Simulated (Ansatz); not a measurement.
This Ansatz 0.2.0 run on SrCl2 needs a look.

Contents of input.yaml:

```yaml
crystal:
  lattice:
    - [0.0, 3.48835, 3.48835]
    - [3.48835, 0.0, 3.48835]
    - [3.48835, 3.48835, 0.0]
  atoms:
    - { symbol: Sr, position: [0.0, 0.0, 0.0] }
    - { symbol: Cl, position: [0.75, 0.75, 0.75] }
    - { symbol: Cl, position: [0.25, 0.25, 0.25] }
hamiltonian:
  xc: pbe
  pseudopotentials: { kind: paw }
  hubbard: { sites: [{ species: Cl, l: p, u_eff: -5.0 }] }
kpoints:
  mp_grid: { grid: [7, 7, 7] }
  band_path:
    path:
      - [[0.0, 0.0, 0.0], [0.5, 0.0, 0.5], [0.5, 0.25, 0.75], [0.375, 0.375, 0.75], [0.0, 0.0, 0.0], [0.5, 0.5, 0.5], [0.625, 0.25, 0.625], [0.5, 0.25, 0.75], [0.5, 0.5, 0.5], [0.375, 0.375, 0.75]]
      - [[0.625, 0.25, 0.625], [0.5, 0.0, 0.5]]
    npoints: 14
scf:
  occupations: { method: fermi_dirac, width: 0.05 }
  n_extra_bands: 7
  max_iter: 50
output:
  forces: true
  stress: true
  eigenvalues: true
  fatbands: false
```

Potentials or basis: Ansatz PAW.

Launch:

```sh
$ ansatz run input.yaml --threads 2 --pin off --max-ram 5632MiB --backend cpu --events-out ev --progress --plain --runs-dir out
```

Output:

```text
Warning: RAYON_NUM_THREADS=2 ignored (pool sized by the plan → 2); use --threads N
Sr: projections on atomic orbitals take those of the free atom [Ar 3d10] 4s2 4p6 5s2, of charge +0.00 (hamiltonian.pseudopotentials.projection_atoms); the dataset's partial waves leave at most 2.8e-6 of an orbital's norm unspanned inside its sphere
Cl: projections on atomic orbitals take those of the free atom [Ne] 3s2 3p5, of charge +0.00 (hamiltonian.pseudopotentials.projection_atoms); the dataset's partial waves leave at most 2.1e-7 of an orbital's norm unspanned inside its sphere
[... 1 line left out ...]
Engine: ansatz 0.2.0, aarch64-unknown-linux-gnu
Pseudopotentials: kind: paw
Pseudopotential: Sr, paw, valence charge 10, recommended cutoff 420 eV (normal), Sr.paw.azcp
Pseudopotential: Cl, paw, valence charge 7, recommended cutoff 420 eV (normal), Cl.paw.azcp
Functional definition: PBE
  parameter kappa = 0.804
  parameter beta = 0.06672455060314922
  exchange = pbe_x(kappa = kappa, mu = beta*pi^2/3)
  correlation = pbe_c(beta = beta)
Crystal: 3 atoms, lattice volume = 84.897 Å³
Basis set: ecut = 420 eV, 1639 PW (Γ), exchange–correlation on 72×72×72 points (8 copies of the dense FFT grid, shifted against one another)
Bands: 19, of which v1, the nominal top of the filled ones, is band 12 counted from 1 (11 counted from 0)
Symmetry: 48 space group operations
Space group: Fm-3m (ITA 225), of the structure as read, at distance tolerance 4.4e-5 Å
k-points: 20 of 343
[... 23 lines left out ...]
E sigma→0 (E₀):  -5711.852534 eV
Fermi energy:    6.728279 eV
--- Per-component energies (eV) ---
  E_band       = -123.199110
  E_kinetic    = 565.320866
  E_local      = -1177.074779  (includes V_loc(G=0)·N_el)
  E_nonlocal   = 258.583574
  E_hartree    = 322.347187
  E_xc         = -388.017224
  E_vxc        = -406.686664  (∫ρ·V_xc dr)
  E_hubbard    = -1.302768  (on-site DFT+U / exact-exchange correction)
  E_vhub       = 26.029176  (the Hubbard potential's part of the band-sum identity)
  E_paw        = -4012.941935  (= ΣΔE_a)
  E_vpaw       = -34.065054  (= ΣTr[D̂ρ^β])
  E_aug_tail   = 0.000181  (compensation charges beyond the density's cutoff)
  E_ewald      = -1278.767635
  E_smearing   = -0.000000  (= −TS)
  E_closure    = -0.000000  (closes the sum)
  Σ components = -5711.852534   (vs F -5711.852534, Δ=0.00e0)
--- Forces (eV/Å), atoms counted from 1 ---
  atom   1  Sr    -0.00000000     0.00000000     0.00000000
  atom   2  Cl     0.00000000    -0.00000000     0.00000000
  atom   3  Cl    -0.00000000     0.00000000     0.00000000
  max |Σ_I F_I| component: 5.78e-19 eV/Å
--- Stress (GPa, compression-positive) ---
        1.146200      -0.000000      -0.000000
       -0.000000       1.146200       0.000000
        0.000000       0.000000       1.146200
  P = ⅓ Tr σ = 1.1462 GPa (11.462 kbar)
[... 5 lines left out ...]
Occupation matrices written to <dir>
```

Q: Diagnose the run.

A: The calculation finished and met its thresholds. The input holds a flaw that was put in on purpose: an enormous or negative U (hamiltonian.hubbard = {"sites": [{"species": "Cl", "l": "p", "u_eff": -5.0}]}). The program doesn't stop on it, so the numbers can't be trusted though the run ends normally.
